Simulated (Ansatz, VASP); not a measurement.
## B: VASP beside Ansatz

INCAR

```
SYSTEM = B
  PREC = Accurate
  ENCUT = 520
  EDIFF = 1E-6
  ISMEAR = -1
  SIGMA = 0.1
  LREAL = .False.
  LASPH = .True.
  NELM = 100
  ALGO = Normal
  ISIF = 2
  LWAVE = .False.
  LCHARG = .False.
  GGA = CA
  NBANDS = 14
```

File KPOINTS:

```
Automatic mesh
0
Gamma
  24 24 3
  0 0 0
```

File POSCAR:

```
B
1.0
    1.6962230524      0.0000000000      0.0000000000
   -0.8481115262      1.4689722538      0.0000000000
    0.0000000000      0.0000000000     13.8723875565
B
4
Direct
    0.0000000000      1.0000000000      0.0000000000
    0.0000000000      0.0000000000      0.5000000000
    0.3333333333      0.6666666667      0.2500000000
    0.6666666667      0.3333333333      0.7500000000
```

Input for Ansatz:

```yaml
crystal:
  lattice:
    - [1.6962230524, 0.0, 0.0]
    - [-0.8481115262, 1.4689722538, 0.0]
    - [0.0, 0.0, 13.8723875565]
  atoms:
    - { symbol: B, position: [0.0, 1.0, 0.0] }
    - { symbol: B, position: [0.0, 0.0, 0.5] }
    - { symbol: B, position: [0.3333333333, 0.6666666667, 0.25] }
    - { symbol: B, position: [0.6666666667, 0.3333333333, 0.75] }
hamiltonian:
  xc: lda
  pseudopotentials:
    kind: paw
    azcp:
      B: "pseudopotentials/B.paw.azcp"
basis:
  ecutwfc: 420
  fft_grid_basis: typed
kpoints:
  mp_grid: { grid: [24, 24, 3], shift: [0, 0, 0] }
magnetization:
  spin_polarized: false
scf:
  occupations: { method: fermi_dirac, width: 0.1 }
  lower_state_search: "off"
output:
  stress: true
  write_density: true
  write_potential: true
  elf: true
  volumetric_format: npy
```

Alike in both runs: task single point; functional LDA; k mesh 24 × 24 × 3; occupations fermi-dirac, width 0.1 eV; no spin polarisation.

```csv
,VASP,Ansatz
version,VASP 6.6.1,Ansatz 0.2.0
potentials or method,"VASP PAW LDA potentials, release 64 (B)","plane waves (420 eV) with PAW, scalar-relativistic"
plane-wave cutoff (eV),520,420
valence electrons in the cell,12,12
```

|  | VASP | Ansatz | Ansatz less VASP |
| --- | --- | --- | --- |
| pressure (GPa) | -0.4 | -0.5 | -0.09 |
| largest component of the traceless stress (GPa) | 0.20 | 0.00 | -0.203 |

Ansatz warned: «pseudo_functional_mismatch».
